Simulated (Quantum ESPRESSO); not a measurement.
The system is Hf.

```
CELL_PARAMETERS angstrom
-1.80500 1.80500 1.80500
1.80500 -1.80500 1.80500
1.80500 1.80500 -1.80500
ATOMIC_POSITIONS crystal
Hf 0.00000 0.00000 0.00000
```

This isn't the form of Hf at room conditions, which is hcp.

Base run:

* Program: Quantum ESPRESSO 7.5
* Functional: rSCAN
* Potentials or basis: SG15 PBE 1.2
* Cutoff: 884 eV
* Density cutoff: 3537 eV
* k mesh: 8 × 8 × 8
* Occupations: fermi-dirac, width 0.05 eV
* Spin: no spin polarisation

Its results: band gap on the k mesh none (metal or under the smearing width); pressure -12.4 GPa.

After a change of settings the same cell gave: band gap on the k mesh none (metal or under the smearing width); pressure -12.0 GPa. Which change was it?
A. functional from rSCAN to SCAN
B. functional from rSCAN to RPBE; k mesh from 8 × 8 × 8 to 10 × 10 × 10
C. functional from rSCAN to r2SCAN
D. functional from rSCAN to TASK

C.

Caveats: the potentials were made for another functional, which shifts forces and pressure; spin-orbit coupling is left out, which moves the levels of the heavy elements.

Runs at the PBE level aren't shown here.
